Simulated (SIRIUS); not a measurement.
# ZnSe (Stilleite) (F-43m) in SIRIUS: reference runs, part 3 of 4

SIRIUS 7.12.0. The steps go on from the part before.

## (5) Equation of state, PBEsol, 22.30 Å³/atom (volume scaled by 0.98)

Input file sirius.json:

```json
{
  "control": {
    "processing_unit": "cpu",
    "std_evp_solver_name": "lapack",
    "gen_evp_solver_name": "lapack",
    "verbosity": 2,
    "print_forces": false,
    "ortho_rf": true,
    "use_second_variation": true,
    "rmt_max": 3.0,
    "num_bands_to_print": 24,
    "save_wf": true
  },
  "parameters": {
    "electronic_structure_method": "full_potential_lapwlo",
    "xc_functionals": ["XC_GGA_X_PBE_SOL", "XC_GGA_C_PBE_SOL"],
    "core_relativity": "dirac",
    "valence_relativity": "iora",
    "num_fv_states": 29,
    "smearing": "fermi_dirac",
    "smearing_width": 0.0018374661,
    "pw_cutoff": 20,
    "gk_cutoff": 3.77,
    "lmax_apw": 10,
    "lmax_rho": 8,
    "lmax_pot": 8,
    "num_mag_dims": 0,
    "auto_rmt": 0,
    "ngridk": [8, 8, 8],
    "shiftk": [0, 0, 0],
    "num_dft_iter": 80,
    "energy_tol": 1e-07,
    "density_tol": 1e-05,
    "use_symmetry": true
  },
  "settings": {"tol_ne": 1e-10},
  "iterative_solver": {"type": "exact"},
  "mixer": {"type": "anderson", "beta": 0.5, "max_history": 8},
  "unit_cell": {
    "lattice_vectors": [[0.0, 5.3191645011, 5.3191645011], [5.3191645011, 0.0, 5.3191645011], [5.3191645011, 5.3191645011, 0.0]],
    "atom_types": ["Se", "Zn"],
    "atom_files": {"Se": "Se.json", "Zn": "Zn.json"},
    "atoms": {"Se": [[0.75, 0.75, 0.75]], "Zn": [[0.0, 0.0, 0.0]]}
  }
}
```

Input file Se.json:

```json
{
  "name": "selenium",
  "symbol": "Se",
  "number": 34,
  "mass": 78.96,
  "rmin": 1e-06,
  "rmt": 2.23,
  "nrmt": 800,
  "rinf": 13.6,
  "core": "1s2s2p",
  "valence": [
    {"basis": [{"enu": -0.06, "dme": 0, "n": 0, "auto": 0}, {"enu": -0.06, "dme": 1, "n": 0, "auto": 0}]},
    {"l": 0, "n": 1, "basis": [{"enu": -0.1083, "dme": 0, "n": 0, "auto": 0}]},
    {"l": 1, "n": 2, "basis": [{"enu": 0.04, "dme": 0, "n": 0, "auto": 0}]},
    {"l": 2, "n": 3, "basis": [{"enu": 0.04, "dme": 0, "n": 0, "auto": 0}]},
    {"l": 3, "n": 4, "basis": [{"enu": 0.04, "dme": 0, "n": 0, "auto": 0}]}
  ],
  "lo": [
    {
      "l": 0,
      "basis": [{"enu": -0.1083, "dme": 0, "n": 0, "auto": 0}, {"enu": -0.1083, "dme": 1, "n": 0, "auto": 0}]
    },
    {
      "l": 0,
      "basis": [{"enu": -0.1083, "dme": 1, "n": 0, "auto": 0}, {"enu": -0.1083, "dme": 2, "n": 0, "auto": 0}]
    },
    {
      "l": 0,
      "basis": [{"enu": -7.5118, "dme": 0, "n": 3, "auto": 1}, {"enu": -7.5118, "dme": 1, "n": 3, "auto": 1}]
    },
    {
      "l": 0,
      "basis": [{"enu": -0.1083, "dme": 0, "n": 0, "auto": 0}, {"enu": 2.3047, "dme": 0, "n": 0, "auto": 0}]
    },
    {"l": 1, "basis": [{"enu": 0.04, "dme": 0, "n": 0, "auto": 0}, {"enu": 0.04, "dme": 1, "n": 0, "auto": 0}]},
    {
      "l": 1,
      "basis": [{"enu": -5.3206, "dme": 0, "n": 3, "auto": 1}, {"enu": -5.3206, "dme": 1, "n": 3, "auto": 1}]
    },
    {
      "l": 1,
      "basis": [{"enu": -5.3206, "dme": 1, "n": 3, "auto": 1}, {"enu": 0.04, "dme": 0, "n": 0, "auto": 0}]
    },
    {"l": 1, "basis": [{"enu": 0.04, "dme": 0, "n": 0, "auto": 0}, {"enu": 3.7401, "dme": 0, "n": 0, "auto": 0}]},
    {"l": 2, "basis": [{"enu": 0.04, "dme": 0, "n": 0, "auto": 0}, {"enu": 0.04, "dme": 1, "n": 0, "auto": 0}]},
    {
      "l": 2,
      "basis": [{"enu": -1.6795, "dme": 0, "n": 3, "auto": 1}, {"enu": -1.6795, "dme": 1, "n": 3, "auto": 1}]
    },
    {
      "l": 2,
      "basis": [{"enu": -1.6795, "dme": 1, "n": 3, "auto": 1}, {"enu": 0.04, "dme": 0, "n": 0, "auto": 0}]
    },
    {"l": 2, "basis": [{"enu": 0.04, "dme": 0, "n": 0, "auto": 0}, {"enu": 4.2227, "dme": 0, "n": 0, "auto": 0}]},
    {"l": 3, "basis": [{"enu": 0.04, "dme": 0, "n": 0, "auto": 0}, {"enu": 0.04, "dme": 1, "n": 0, "auto": 0}]},
    {"l": 3, "basis": [{"enu": 0.04, "dme": 0, "n": 0, "auto": 0}, {"enu": 3.539, "dme": 0, "n": 0, "auto": 0}]}
  ],
  "free_atom": [... radial grid and density of the free atom, the start of the SCF ...]
}
```

Input file Zn.json:

```json
{
  "name": "zinc",
  "symbol": "Zn",
  "number": 30,
  "mass": 65.38,
  "rmin": 1e-06,
  "rmt": 2.23,
  "nrmt": 800,
  "rinf": 14.28,
  "core": "1s2s2p",
  "valence": [
    {"basis": [{"enu": -0.06, "dme": 0, "n": 0, "auto": 0}, {"enu": -0.06, "dme": 1, "n": 0, "auto": 0}]},
    {"l": 0, "n": 1, "basis": [{"enu": 0.04, "dme": 0, "n": 0, "auto": 0}]},
    {"l": 1, "n": 2, "basis": [{"enu": 0.04, "dme": 0, "n": 0, "auto": 0}]},
    {"l": 2, "n": 3, "basis": [{"enu": 0.012, "dme": 0, "n": 0, "auto": 0}]},
    {"l": 3, "n": 4, "basis": [{"enu": 0.04, "dme": 0, "n": 0, "auto": 0}]}
  ],
  "lo": [
    {"l": 0, "basis": [{"enu": 0.04, "dme": 0, "n": 0, "auto": 0}, {"enu": 0.04, "dme": 1, "n": 0, "auto": 0}]},
    {
      "l": 0,
      "basis": [{"enu": -4.4469, "dme": 0, "n": 3, "auto": 1}, {"enu": -4.4469, "dme": 1, "n": 3, "auto": 1}]
    },
    {
      "l": 0,
      "basis": [{"enu": -4.4469, "dme": 1, "n": 3, "auto": 1}, {"enu": 0.04, "dme": 0, "n": 0, "auto": 0}]
    },
    {"l": 0, "basis": [{"enu": 0.04, "dme": 0, "n": 0, "auto": 0}, {"enu": 3.2574, "dme": 0, "n": 0, "auto": 0}]},
    {"l": 1, "basis": [{"enu": 0.04, "dme": 0, "n": 0, "auto": 0}, {"enu": 0.04, "dme": 1, "n": 0, "auto": 0}]},
    {
      "l": 1,
      "basis": [{"enu": -2.7879, "dme": 0, "n": 3, "auto": 1}, {"enu": -2.7879, "dme": 1, "n": 3, "auto": 1}]
    },
    {
      "l": 1,
      "basis": [{"enu": -2.7879, "dme": 1, "n": 3, "auto": 1}, {"enu": 0.04, "dme": 0, "n": 0, "auto": 0}]
    },
    {"l": 1, "basis": [{"enu": 0.04, "dme": 0, "n": 0, "auto": 0}, {"enu": 3.7401, "dme": 0, "n": 0, "auto": 0}]},
    {"l": 2, "basis": [{"enu": 0.012, "dme": 0, "n": 0, "auto": 0}, {"enu": 0.012, "dme": 1, "n": 0, "auto": 0}]},
    {"l": 2, "basis": [{"enu": 0.012, "dme": 1, "n": 0, "auto": 0}, {"enu": 0.012, "dme": 2, "n": 0, "auto": 0}]},
    {"l": 2, "basis": [{"enu": 0.012, "dme": 0, "n": 0, "auto": 0}, {"enu": 3.149, "dme": 0, "n": 0, "auto": 0}]},
    {"l": 3, "basis": [{"enu": 0.04, "dme": 0, "n": 0, "auto": 0}, {"enu": 0.04, "dme": 1, "n": 0, "auto": 0}]},
    {"l": 3, "basis": [{"enu": 0.04, "dme": 0, "n": 0, "auto": 0}, {"enu": 3.539, "dme": 0, "n": 0, "auto": 0}]}
  ],
  "free_atom": [... radial grid and density of the free atom, the start of the SCF ...]
}
```

Input file sirius_start.json:

```json
{
  "control": {
    "processing_unit": "cpu",
    "std_evp_solver_name": "lapack",
    "gen_evp_solver_name": "lapack",
    "verbosity": 1,
    "print_forces": false,
    "ortho_rf": true,
    "use_second_variation": true,
    "rmt_max": 3.0,
    "num_bands_to_print": 24,
    "save_wf": false
  },
  "parameters": {
    "electronic_structure_method": "full_potential_lapwlo",
    "xc_functionals": ["XC_LDA_X", "XC_LDA_C_PW"],
    "core_relativity": "dirac",
    "valence_relativity": "iora",
    "num_fv_states": 29,
    "smearing": "fermi_dirac",
    "smearing_width": 0.0055123983,
    "pw_cutoff": 20,
    "gk_cutoff": 3.01,
    "lmax_apw": 10,
    "lmax_rho": 8,
    "lmax_pot": 8,
    "num_mag_dims": 0,
    "auto_rmt": 0,
    "ngridk": [3, 3, 3],
    "shiftk": [0, 0, 0],
    "num_dft_iter": 30,
    "energy_tol": 0.01,
    "density_tol": 0.05,
    "use_symmetry": true
  },
  "settings": {"tol_ne": 1e-10},
  "iterative_solver": {"type": "exact"},
  "mixer": {"type": "anderson", "beta": 0.5, "max_history": 8},
  "unit_cell": {
    "lattice_vectors": [[0.0, 5.3191645011, 5.3191645011], [5.3191645011, 0.0, 5.3191645011], [5.3191645011, 5.3191645011, 0.0]],
    "atom_types": ["Se", "Zn"],
    "atom_files": {"Se": "Se.json", "Zn": "Zn.json"},
    "atoms": {"Se": [[0.75, 0.75, 0.75]], "Zn": [[0.0, 0.0, 0.0]]}
  }
}
```

Command:

```console
OMP_NUM_THREADS=1 sirius.scf --input=sirius_start.json --output=start.json
OMP_NUM_THREADS=1 sirius.scf --input=sirius.json --output=output.json --task=1
```

It took 51 s on 1 thread of Arm Neoverse V2, shared host; peak memory 0.46 GiB.

It converged, with:

- Free energy: -114922.7449 eV
- Band gap on the k mesh: 1.25 eV, direct
- All electrons inside the program's atomic spheres: Se 32.06; Zn 28.61 (radii Se 2.23, Zn 2.23 bohr)

## (6) Equation of state, PBEsol, 23.21 Å³/atom (volume scaled by 1.02)

sirius.json, as its differences from that of step 5:

```diff
@@ -39,3 +39,3 @@
   "unit_cell": {
-    "lattice_vectors": [[0.0, 5.3191645011, 5.3191645011], [5.3191645011, 0.0, 5.3191645011], [5.3191645011, 5.3191645011, 0.0]],
+    "lattice_vectors": [[0.0, 5.390571203, 5.390571203], [5.390571203, 0.0, 5.390571203], [5.390571203, 5.390571203, 0.0]],
     "atom_types": ["Se", "Zn"],
```

Input file Se.json:

```json
{
  "name": "selenium",
  "symbol": "Se",
  "number": 34,
  "mass": 78.96,
  "rmin": 1e-06,
  "rmt": 2.23,
  "nrmt": 800,
  "rinf": 13.6,
  "core": "1s2s2p",
  "valence": [
    {"basis": [{"enu": -0.07, "dme": 0, "n": 0, "auto": 0}, {"enu": -0.07, "dme": 1, "n": 0, "auto": 0}]},
    {"l": 0, "n": 1, "basis": [{"enu": -0.1183, "dme": 0, "n": 0, "auto": 0}]},
    {"l": 1, "n": 2, "basis": [{"enu": 0.03, "dme": 0, "n": 0, "auto": 0}]},
    {"l": 2, "n": 3, "basis": [{"enu": 0.03, "dme": 0, "n": 0, "auto": 0}]},
    {"l": 3, "n": 4, "basis": [{"enu": 0.03, "dme": 0, "n": 0, "auto": 0}]}
  ],
  "lo": [
    {
      "l": 0,
      "basis": [{"enu": -0.1183, "dme": 0, "n": 0, "auto": 0}, {"enu": -0.1183, "dme": 1, "n": 0, "auto": 0}]
    },
    {
      "l": 0,
      "basis": [{"enu": -0.1183, "dme": 1, "n": 0, "auto": 0}, {"enu": -0.1183, "dme": 2, "n": 0, "auto": 0}]
    },
    {
      "l": 0,
      "basis": [{"enu": -7.5218, "dme": 0, "n": 3, "auto": 1}, {"enu": -7.5218, "dme": 1, "n": 3, "auto": 1}]
    },
    {
      "l": 0,
      "basis": [{"enu": -0.1183, "dme": 0, "n": 0, "auto": 0}, {"enu": 2.2947, "dme": 0, "n": 0, "auto": 0}]
    },
    {"l": 1, "basis": [{"enu": 0.03, "dme": 0, "n": 0, "auto": 0}, {"enu": 0.03, "dme": 1, "n": 0, "auto": 0}]},
    {
      "l": 1,
      "basis": [{"enu": -5.3306, "dme": 0, "n": 3, "auto": 1}, {"enu": -5.3306, "dme": 1, "n": 3, "auto": 1}]
    },
    {
      "l": 1,
      "basis": [{"enu": -5.3306, "dme": 1, "n": 3, "auto": 1}, {"enu": 0.03, "dme": 0, "n": 0, "auto": 0}]
    },
    {"l": 1, "basis": [{"enu": 0.03, "dme": 0, "n": 0, "auto": 0}, {"enu": 3.7301, "dme": 0, "n": 0, "auto": 0}]},
    {"l": 2, "basis": [{"enu": 0.03, "dme": 0, "n": 0, "auto": 0}, {"enu": 0.03, "dme": 1, "n": 0, "auto": 0}]},
    {
      "l": 2,
      "basis": [{"enu": -1.6895, "dme": 0, "n": 3, "auto": 1}, {"enu": -1.6895, "dme": 1, "n": 3, "auto": 1}]
    },
    {
      "l": 2,
      "basis": [{"enu": -1.6895, "dme": 1, "n": 3, "auto": 1}, {"enu": 0.03, "dme": 0, "n": 0, "auto": 0}]
    },
    {"l": 2, "basis": [{"enu": 0.03, "dme": 0, "n": 0, "auto": 0}, {"enu": 4.2127, "dme": 0, "n": 0, "auto": 0}]},
    {"l": 3, "basis": [{"enu": 0.03, "dme": 0, "n": 0, "auto": 0}, {"enu": 0.03, "dme": 1, "n": 0, "auto": 0}]},
    {"l": 3, "basis": [{"enu": 0.03, "dme": 0, "n": 0, "auto": 0}, {"enu": 3.529, "dme": 0, "n": 0, "auto": 0}]}
  ],
  "free_atom": [... radial grid and density of the free atom, the start of the SCF ...]
}
```

Input file Zn.json:

```json
{
  "name": "zinc",
  "symbol": "Zn",
  "number": 30,
  "mass": 65.38,
  "rmin": 1e-06,
  "rmt": 2.23,
  "nrmt": 800,
  "rinf": 14.28,
  "core": "1s2s2p",
  "valence": [
    {"basis": [{"enu": -0.07, "dme": 0, "n": 0, "auto": 0}, {"enu": -0.07, "dme": 1, "n": 0, "auto": 0}]},
    {"l": 0, "n": 1, "basis": [{"enu": 0.03, "dme": 0, "n": 0, "auto": 0}]},
    {"l": 1, "n": 2, "basis": [{"enu": 0.03, "dme": 0, "n": 0, "auto": 0}]},
    {"l": 2, "n": 3, "basis": [{"enu": 0.002, "dme": 0, "n": 0, "auto": 0}]},
    {"l": 3, "n": 4, "basis": [{"enu": 0.03, "dme": 0, "n": 0, "auto": 0}]}
  ],
  "lo": [
    {"l": 0, "basis": [{"enu": 0.03, "dme": 0, "n": 0, "auto": 0}, {"enu": 0.03, "dme": 1, "n": 0, "auto": 0}]},
    {
      "l": 0,
      "basis": [{"enu": -4.4569, "dme": 0, "n": 3, "auto": 1}, {"enu": -4.4569, "dme": 1, "n": 3, "auto": 1}]
    },
    {
      "l": 0,
      "basis": [{"enu": -4.4569, "dme": 1, "n": 3, "auto": 1}, {"enu": 0.03, "dme": 0, "n": 0, "auto": 0}]
    },
    {"l": 0, "basis": [{"enu": 0.03, "dme": 0, "n": 0, "auto": 0}, {"enu": 3.2474, "dme": 0, "n": 0, "auto": 0}]},
    {"l": 1, "basis": [{"enu": 0.03, "dme": 0, "n": 0, "auto": 0}, {"enu": 0.03, "dme": 1, "n": 0, "auto": 0}]},
    {
      "l": 1,
      "basis": [{"enu": -2.7979, "dme": 0, "n": 3, "auto": 1}, {"enu": -2.7979, "dme": 1, "n": 3, "auto": 1}]
    },
    {
      "l": 1,
      "basis": [{"enu": -2.7979, "dme": 1, "n": 3, "auto": 1}, {"enu": 0.03, "dme": 0, "n": 0, "auto": 0}]
    },
    {"l": 1, "basis": [{"enu": 0.03, "dme": 0, "n": 0, "auto": 0}, {"enu": 3.7301, "dme": 0, "n": 0, "auto": 0}]},
    {"l": 2, "basis": [{"enu": 0.002, "dme": 0, "n": 0, "auto": 0}, {"enu": 0.002, "dme": 1, "n": 0, "auto": 0}]},
    {"l": 2, "basis": [{"enu": 0.002, "dme": 1, "n": 0, "auto": 0}, {"enu": 0.002, "dme": 2, "n": 0, "auto": 0}]},
    {"l": 2, "basis": [{"enu": 0.002, "dme": 0, "n": 0, "auto": 0}, {"enu": 3.139, "dme": 0, "n": 0, "auto": 0}]},
    {"l": 3, "basis": [{"enu": 0.03, "dme": 0, "n": 0, "auto": 0}, {"enu": 0.03, "dme": 1, "n": 0, "auto": 0}]},
    {"l": 3, "basis": [{"enu": 0.03, "dme": 0, "n": 0, "auto": 0}, {"enu": 3.529, "dme": 0, "n": 0, "auto": 0}]}
  ],
  "free_atom": [... radial grid and density of the free atom, the start of the SCF ...]
}
```

sirius_start.json, as its differences from that of step 5:

```diff
@@ -39,3 +39,3 @@
   "unit_cell": {
-    "lattice_vectors": [[0.0, 5.3191645011, 5.3191645011], [5.3191645011, 0.0, 5.3191645011], [5.3191645011, 5.3191645011, 0.0]],
+    "lattice_vectors": [[0.0, 5.390571203, 5.390571203], [5.390571203, 0.0, 5.390571203], [5.390571203, 5.390571203, 0.0]],
     "atom_types": ["Se", "Zn"],
```

Potentials or basis: all-electron FP-LAPW, apw+lo standard.

Command:

```console
OMP_NUM_THREADS=1 sirius.scf --input=sirius_start.json --output=start.json
OMP_NUM_THREADS=1 sirius.scf --input=sirius.json --output=output.json --task=1
```

It took 54 s on 1 thread of Arm Neoverse V2, shared host; peak memory 0.47 GiB.

Results (log left out):

| Property | Result |
| --- | --- |
| Free energy | -114922.7320 eV |
| Band gap on the k mesh | 1.09 eV, direct |
| All electrons inside the program's atomic spheres | Se 32.03; Zn 28.58 (radii Se 2.23, Zn 2.23 bohr) |

(Part 3 of 4 ends here.)
